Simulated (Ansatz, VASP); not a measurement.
**Two plane-wave programs on SiNi**

```
Si Ni
1.0
     3.05528    0.00000    0.00000
     0.00000    3.25831    0.00000
     0.00000    0.00000    4.70939
Si Ni
2 2
Cartesian
  1.5276 1.6292 3.9709
  0.0000 0.0000 0.7385
  1.5276 1.6292 1.6121
  0.0000 0.0000 3.0973
```

Alike in both runs: task single point; functional PBE; k mesh 16 × 14 × 10; occupations gaussian, width 0.15 eV; no spin polarisation.

|  | VASP | Ansatz |
| --- | --- | --- |
| version | VASP 6.6.1 | Ansatz 0.2.0 |
| potentials or method | VASP PAW PBE potentials, release 64 (Si, Ni) | scalar-relativistic, plane waves, PAW |
| plane-wave cutoff (eV) | 520 | 420 |
| valence electrons in the cell | 28 | 44 |

Ansatz gave:

* gap on the k mesh at the Fermi level (eV): none
* pressure (GPa): 0.0
* largest component of the traceless stress (GPa): 0.37

Problem. Estimate VASP's values.

Solution. gap on the k mesh at the Fermi level (eV): none; pressure (GPa): 0.0; largest component of the traceless stress (GPa): 0.48.

A gap of «none» marks a metal or a gap that the smearing closes. The two sets of potentials don't hold the same shells in valence.

Spin polarisation is off, so any magnetic state and its effect on volume and gap are missing.
